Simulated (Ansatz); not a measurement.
**Tantalum, diamond under r²SCAN: structure, energy and stiffness**

The plan for tantalum in the diamond structure: relax it, solve it on a dense k-mesh, switch on spin-orbit coupling, then scale the cell to 7 volumes from 88 to 112 % of the relaxed one and try a fit of the equation of state. The k-meshes are 9×9×9 for the relaxation; 15×15×15 for the dense run; 9×9×9 for spin-orbit coupling; 10×10×10 for the volumes.

This is Ta in the diamond structure; at room conditions it is bcc.

Program: Ansatz 0.2.0. Level of theory: DFT r2SCAN, plane waves (500 eV) with PAW, scalar-relativistic; PAW files made under PBE, frozen cores solved again for the functional. These are calculated values, not measurements.

## (1) The structure to begin with

The structure is cubic, space group Fd-3m (No. 227). The conventional cell has a = 5.800 Å, b = 5.800 Å, c = 5.800 Å, α = 90.00°, β = 90.00°, γ = 90.00°. Ta (site symmetry -43m) has 4 Ta at 2.51 Å as nearest neighbours.

Coordinates:

```
Ta
1.0
     0.00000    2.89987    2.89987
     2.89987    0.00000    2.89987
     2.89987    2.89987    0.00000
Ta
2
Direct
  0.12500 0.12500 0.12500
  0.87500 0.87500 0.87500
```

## (2) Geometry optimisation

The input, input.yaml:

```yaml
crystal:
  lattice:
    - [0.0, 2.8998653517, 2.8998653517]
    - [2.8998653517, 0.0, 2.8998653517]
    - [2.8998653517, 2.8998653517, 0.0]
  atoms:
    - { symbol: Ta, position: [0.125, 0.125, 0.125] }
    - { symbol: Ta, position: [0.875, 0.875, 0.875] }
hamiltonian:
  xc: r2scan
  pseudopotentials:
    kind: paw
    azcp:
      Ta: "pseudopotentials/Ta.paw.azcp"
basis:
  ecutwfc: 500
  fft_grid_basis: typed
kpoints:
  mp_grid: { grid: [9, 9, 9], shift: [0, 0, 0] }
magnetization:
  spin_polarized: false
scf:
  occupations: { method: fermi_dirac, width: 0.1 }
relax:
  max_steps: 60
  f_tol: 0.01
  cell: {}
```

Run with:

```
ansatz run input.yaml --threads 1 --pin off --max-ram 3584MiB --backend cpu --events-out ev --progress --plain --runs-dir out
```

Output (excerpt; [...] marks lines left out):

```text
[...]
Pseudopotentials: kind: paw
Pseudopotential: Ta, paw, valence charge 13, recommended cutoff 500 eV (meta_gga), <dir>
Functional definition: r2SCAN
[...]
Crystal: 2 atoms, lattice volume = 48.771 Å³
Basis set: ecut = 500 eV, 1243 PW (Γ), exchange–correlation on 120×120×120 points (64 copies of the dense FFT grid, shifted against one another)
Bands: 17, of which v1, the nominal top of the filled ones, is band 13 counted from 1 (12 counted from 0)
Symmetry: 48 space group operations
Space group: Fd-3m (ITA 227), of the structure as read, at distance tolerance 3.7e-5 Å
k-points: 35 of 729
[...]
SCF iter   1: F=—  HF=-19882.177341 eV  |F-HF|=—  |Δ(HF+E_count)|=         —  Δρ=6.37e-3  dr2=6.21e-3  dr2_τ=2.88e-2  ethr=1.77e-3  ⟨swp⟩=5.2  Hψ=2998  notcnv=0
[...]
relax step   1: F+E_penalty+E_count = -19882.22074291 eV  Δ(F+E_penalty+E_count) = +0.000e0 eV  max|allowed force component| = 2.776e-17 eV/Å  Δτ_max = 0.0000 Å  P = +11.090 GPa  Ω = 48.771 Å³  (7 SCF iters, dr2 threshold 1.00e-7 eV, accepted)
[...]
relax step   4: F+E_penalty+E_count = -19882.43600590 eV  Δ(F+E_penalty+E_count) = -2.647e-5 eV  max|allowed force component| = 1.249e-16 eV/Å  Δτ_max = 0.0000 Å  P = -0.000 GPa  Ω = 55.626 Å³  energy of the carried Pulay correction = -1.490e-3 eV  (5 SCF iters, dr2 threshold 1.38e-8 eV, accepted)
[...]
relax step   5: F+E_penalty+E_count = -19882.43784601 eV  Δ(F+E_penalty+E_count) = -1.840e-3 eV  max|allowed force component| = 1.318e-16 eV/Å  Δτ_max = 0.0000 Å  P = +0.018 GPa  Ω = 55.626 Å³  stress off target by 1.82e-2 GPa  SCF on the basis re-selected at this cell (its energy is not [...]
SCF converged after 6 iterations
Free energy (F): -19882.437846 eV
[...]
E sigma→0 (E₀):  -19882.376711 eV
Entropy (-TS):   -0.122270 eV (-61.135 meV/atom)
Fermi energy:    10.567767 eV
[...]
--- Forces (eV/Å), atoms counted from 1 ---
  atom   1  Ta    -0.00000000    -0.00000000    -0.00000000
  atom   2  Ta     0.00000000     0.00000000     0.00000000
[...]
--- Stress (GPa, compression-positive) ---
        0.018195       0.000000      -0.000000
        0.000000       0.018195      -0.000000
        0.000000      -0.000000       0.018195
  P = ⅓ Tr σ = 0.0182 GPa (0.182 kbar)
--- Relaxed structure (4 steps of the walk, 4 accepted, 1 SCFs on fresh bases) ---
  F+E_penalty+E_count = -19882.43784601 eV   max|allowed force component| = 1.318e-16 eV/Å   (the final SCF, on the basis selected at the relaxed cell)
  cell:  # Å, volume = 55.6255 Å³
    - [6.114446439474708e-34, 3.0298054557453917, 3.0298054557453917]
    - [3.0298054557453917, 4.305589367796774e-33, 3.0298054557453917]
    - [3.0298054557453917, 3.0298054557453917, 2.547686016447796e-35]
  atoms:
    - { symbol: Ta, position: [0.125, 0.125, 0.125] }
    - { symbol: Ta, position: [0.8749999999999999, 0.8749999999999999, 0.8749999999999999] }
```

Run time: 25 s. Hardware: 1 thread of Intel Xeon Platinum 8259CL at 2.50GHz (Skylake/Cascade Lake), shared host; peak memory 0.67 GiB.

Step by step:

```csv
step,energy change (meV/atom),largest force (eV/Å),pressure (GPa),volume (Å³/atom)
1,0.00,0.0000,11.09,24.386
2,-107.10,0.0000,-0.61,28.062
3,-107.62,0.0000,-0.07,27.843
4,-107.63,0.0000,0.00,27.813
5,-108.55,0.0000,0.02,27.813
```

Steps that repeat a cell are solved on a basis chosen anew, so their changes of energy are no gain of the relaxation.

The cell of the run, before and after:

|  | before | after | change |
| --- | --- | --- | --- |
| a (Å) | 4.101 | 4.285 | +4.5 % |
| b (Å) | 4.101 | 4.285 | +4.5 % |
| c (Å) | 4.101 | 4.285 | +4.5 % |
| volume (Å³/atom) | 24.386 | 27.813 | +14.1 % |
| shortest distance (Å) | 2.511 | 2.624 | +4.5 % |
| space group (spins left aside) | Fd-3m | Fd-3m | same |

## (3) Dense single point

The input, input.yaml:

```yaml
crystal:
  lattice:
    - [0.0, 3.0298054557, 3.0298054557]
    - [3.0298054557, 0.0, 3.0298054557]
    - [3.0298054557, 3.0298054557, 0.0]
  atoms:
    - { symbol: Ta, position: [0.125, 0.125, 0.125] }
    - { symbol: Ta, position: [0.875, 0.875, 0.875] }
hamiltonian:
  xc: r2scan
  pseudopotentials:
    kind: paw
    azcp:
      Ta: "pseudopotentials/Ta.paw.azcp"
basis:
  ecutwfc: 500
  fft_grid_basis: typed
kpoints:
  mp_grid: { grid: [15, 15, 15], shift: [0, 0, 0] }
magnetization:
  spin_polarized: false
scf:
  occupations: { method: fermi_dirac, width: 0.1 }
output:
  write_density: true
  write_potential: true
  elf: true
  volumetric_format: npy
```

Run with:

```
ansatz run input.yaml --threads 1 --pin off --max-ram 3584MiB --backend cpu --events-out ev --progress --plain --runs-dir out
```

Output (excerpt; [...] marks lines left out):

```text
[...]
[... 3 set-up lines as earlier in the session ...]
[...]
Crystal: 2 atoms, lattice volume = 55.626 Å³
Basis set: ecut = 500 eV, 1411 PW (Γ), exchange–correlation on 128×128×128 points (64 copies of the dense FFT grid, shifted against one another)
Bands: 17, of which v1, the nominal top of the filled ones, is band 13 counted from 1 (12 counted from 0)
[... 1 set-up line as earlier in the session ...]
Space group: Fd-3m (ITA 227), of the structure as read, at distance tolerance 3.8e-5 Å
k-points: 120 of 3375
[...]
SCF iter   1: F=—  HF=-19882.411826 eV  |F-HF|=—  |Δ(HF+E_count)|=         —  Δρ=5.42e-3  dr2=4.98e-3  dr2_τ=1.96e-2  ethr=1.77e-3  ⟨swp⟩=5.1  Hψ=10245  notcnv=0
[...]
SCF iter   7: F=-19882.437624 eV  HF=-19882.437624 eV  |F-HF|=5.22e-8  |Δ(HF+E_count)|=   3.40e-7  Δρ=1.37e-5  dr2=5.12e-8  dr2_τ=5.65e-9  ethr=3.85e-10  ⟨swp⟩=3.0  Hψ=4793  notcnv=0
[...]
SCF converged after 7 iterations
Free energy (F): -19882.437624 eV
[...]
E sigma→0 (E₀):  -19882.376749 eV
Entropy (-TS):   -0.121751 eV (-60.875 meV/atom)
Fermi energy:    10.565384 eV
[...]
--- Band table (eV; the first three rows and the last of 120) ---
  k-point 0: bands = ["-58.4064", "-58.0948", "-24.6772", "-24.6772", "-24.6772", "-23.7764", "-23.7764", "-23.7764", "4.7045", "9.5847", "9.5847", "10.2019", "10.2019", "10.2019", "12.7291", "12.7291", "12.7291"]
[...]
```

Run time: 19 s. Hardware: 1 thread of Intel Xeon Platinum 8259CL at 2.50GHz (Skylake/Cascade Lake), shared host; peak memory 0.67 GiB.

Axes a, b and c in the maps are those of this run's conventional cell (a, b, c = 6.060, 6.060, 6.060 Å).

Density in a lattice plane of the grid's cell (edges 6.06 and 6.06 Å, at 0.125 of the third edge), which holds Ta.

Ten even steps from '0' (0.03 e/Å³) to '9' (4.23 e/Å³):
```
000100000000000000000000
000000000000000000000000
000000000000000000000000
000000000000000100000000
000000000000123432100000
000000000000269996200000
000000000001489898410000
000000000001489898410000
000000000000269996200000
000000000000123432100000
000000000000000100000000
000000000000000000000000
000000000000000000000000
000100000000000000000000
123432100000000000000000
269996200000000000000000
489898410000000000000001
489898410000000000000001
269996200000000000000000
123432100000000000000000
```
Columns run along the first of these edges and rows up along the second, over one cell in 24 and 20 even steps from the bottom left corner. Atoms in the plane (fractional): Ta at (0.12, 0.12), Ta at (0.62, 0.62).

ELF in the same plane.

Ten even steps from '0' (0.08) to '9' (0.68):
```
322222355432333233323455
532123554333443334433345
443334433345532123554333
333233323455322222355432
211111224543358885334542
100000124422699899622442
100000123312894049821332
100000123312894049821332
100000124422699899622442
211111224543358885334542
333233323455322222355432
443334433345532123554333
532123554333443334433345
322222355432333233323455
358885334542211111224543
699899622442100000124422
894049821332100000123312
894049821332100000123312
699899622442100000124422
358885334542211111224543
```
Columns run along the first of these edges and rows up along the second, over one cell in 24 and 20 even steps from the bottom left corner. Atoms in the plane (fractional): Ta at (0.12, 0.12), Ta at (0.62, 0.62).

Both are smooth fields of the valence electrons: close to the nuclei they are not physical.

The highest ELF values outside the cores: 0.46 between the atoms, 1.4 Å from Ta.

## (4) With spin-orbit coupling

Changes to input.yaml since step 3:

```diff
@@ -11,3 +11,3 @@
   pseudopotentials:
-    kind: paw
+    kind: paw_fr
     azcp:
@@ -18,11 +18,7 @@
 kpoints:
-  mp_grid: { grid: [15, 15, 15], shift: [0, 0, 0] }
+  mp_grid: { grid: [9, 9, 9], shift: [0, 0, 0] }
 magnetization:
-  spin_polarized: false
+  noncollinear: true
+  spin_orbit: true
 scf:
   occupations: { method: fermi_dirac, width: 0.1 }
-output:
-  write_density: true
-  write_potential: true
-  elf: true
-  volumetric_format: npy
```

Run with:

```
ansatz run input.yaml --threads 1 --pin off --max-ram 3584MiB --backend cpu --events-out ev --progress --plain --runs-dir out
```

Output (excerpt; [...] marks lines left out):

```text
[...]
Pseudopotentials: kind: paw_fr
Pseudopotential: Ta, paw_fr, valence charge 13, recommended cutoff 500 eV (meta_gga), <dir>
[... 1 set-up line as earlier in the session ...]
[...]
non-collinear run that drives no moment, with spin-orbit: no starting moment large enough to seed its density (crystal.atoms[].spin), no starting occupations that ask for one, no magnetisation constraint and no magnetic field, so the semilocal B_xc is pinned to zero
Crystal: 2 atoms, lattice volume = 55.626 Å³
Basis set: ecut = 500 eV, 1411 PW (Γ), exchange–correlation on 128×128×128 points (64 copies of the dense FFT grid, shifted against one another)
Bands: 34, of which v1, the nominal top of the filled ones, is band 26 counted from 1 (25 counted from 0)
Symmetry: 48 space group operations + 48 with time reversal
Magnetic group: BNS 227.129 (UNI 1631), of the structure as read, at distance tolerance 3.8e-5 Å
[...]
spin=Noncollinear: Kerker preconditioning applied to the charge; magnetization (m_x, m_y, m_z) channels mix plain (no charge-response kernel on spin).
[...]
SCF iter   8: F=-19834.581810 eV  HF=-19834.581810 eV  |F-HF|=2.02e-8  |Δ(HF+E_count)|=   6.31e-7  Δρ=5.11e-6  dr2=9.82e-9  dr2_τ=1.52e-10  dr2_m=0.00e0 (ungated)  ethr=3.85e-10  |M|=0.00e0 ∫|m|=0.00e0 μB  |m|>n=0.0e0 m-floor=0.0e0 τ_xc=0.0e0  ⟨swp⟩=3.0  Hψ=1386  notcnv=0
[...]
SCF converged after 8 iterations
Magnetization: |M| = 0.0000 μB,  M = (+0.0000, +0.0000, +0.0000) μB
Absolute magnetization: 0.0000 μB (∫|m|)
  site 0: m = (+0.0000, +0.0000, +0.0000) μB, |m| = 0.0000 μB  (R = 1.08 Å)
  site 1: m = (+0.0000, +0.0000, +0.0000) μB, |m| = 0.0000 μB  (R = 1.08 Å)
Free energy (F): -19834.581810 eV
[...]
E sigma→0 (E₀):  -19834.521361 eV
Entropy (-TS):   -0.120897 eV (-60.449 meV/atom)
Fermi energy:    10.556295 eV
[...]
```

Run time: 33 s. Hardware: 1 thread of Intel Xeon Platinum 8259CL at 2.50GHz (Skylake/Cascade Lake), shared host; peak memory 0.7 GiB.

Side by side:

```csv
,scalar-relativistic,with spin-orbit coupling
k-mesh,15×15×15,9×9×9
gap on the mesh,none (levels filled in part),none (levels filled in part)
```

The meshes differ, so small differences between the columns need not come from spin-orbit coupling.

## (5) Equation of state: 88 %

The input, input.yaml:

```yaml
crystal:
  lattice:
    - [0.0, 2.9034140047, 2.9034140047]
    - [2.9034140047, 0.0, 2.9034140047]
    - [2.9034140047, 2.9034140047, 0.0]
  atoms:
    - { symbol: Ta, position: [0.125, 0.125, 0.125] }
    - { symbol: Ta, position: [0.875, 0.875, 0.875] }
hamiltonian:
  xc: r2scan
  pseudopotentials:
    kind: paw
    azcp:
      Ta: "pseudopotentials/Ta.paw.azcp"
basis:
  ecutwfc: 500
  fft_grid_basis: typed
kpoints:
  mp_grid: { grid: [10, 10, 10], shift: [0, 0, 0] }
magnetization:
  spin_polarized: false
scf:
  occupations: { method: fermi_dirac, width: 0.1 }
  lower_state_search: "off"
output:
  stress: true
```

Run with:

```
ansatz run input.yaml --threads 1 --pin off --max-ram 3584MiB --backend cpu --events-out ev --progress --plain --runs-dir out
```

Output (excerpt; [...] marks lines left out):

```text
[...]
[... 3 set-up lines as earlier in the session ...]
[...]
Crystal: 2 atoms, lattice volume = 48.950 Å³
Basis set: ecut = 500 eV, 1243 PW (Γ), exchange–correlation on 120×120×120 points (64 copies of the dense FFT grid, shifted against one another)
Bands: 17, of which v1, the nominal top of the filled ones, is band 13 counted from 1 (12 counted from 0)
[... 2 set-up lines as earlier in the session ...]
k-points: 47 of 1000
[...]
SCF iter   1: F=-19882.231346 eV  HF=-19882.190335 eV  |F-HF|=4.10e-2  |Δ(HF+E_count)|=         —  Δρ=6.31e-3  dr2=6.00e-3  dr2_τ=2.85e-2  ethr=1.77e-3  ⟨swp⟩=5.1  Hψ=4214  notcnv=0
[...]
SCF iter   7: F=-19882.233054 eV  HF=-19882.233054 eV  |F-HF|=2.66e-8  |Δ(HF+E_count)|=   3.22e-7  Δρ=9.63e-6  dr2=2.48e-8  dr2_τ=2.50e-9  ethr=3.85e-10  ⟨swp⟩=4.9  Hψ=2878  notcnv=0
[...]
SCF converged after 7 iterations
Free energy (F): -19882.233054 eV
[...]
E sigma→0 (E₀):  -19882.176240 eV
Entropy (-TS):   -0.113628 eV (-56.814 meV/atom)
Fermi energy:    12.533655 eV
[...]
--- Stress (GPa, compression-positive) ---
       10.746547      -0.000000       0.000000
        0.000000      10.746547       0.000000
        0.000000       0.000000      10.746547
  P = ⅓ Tr σ = 10.7465 GPa (107.465 kbar)
```

Wall time 7.1 s (1 thread of Intel Xeon Platinum 8259CL at 2.50GHz (Skylake/Cascade Lake), shared host); peak memory 0.63 GiB.

[end of part 1 of 2]
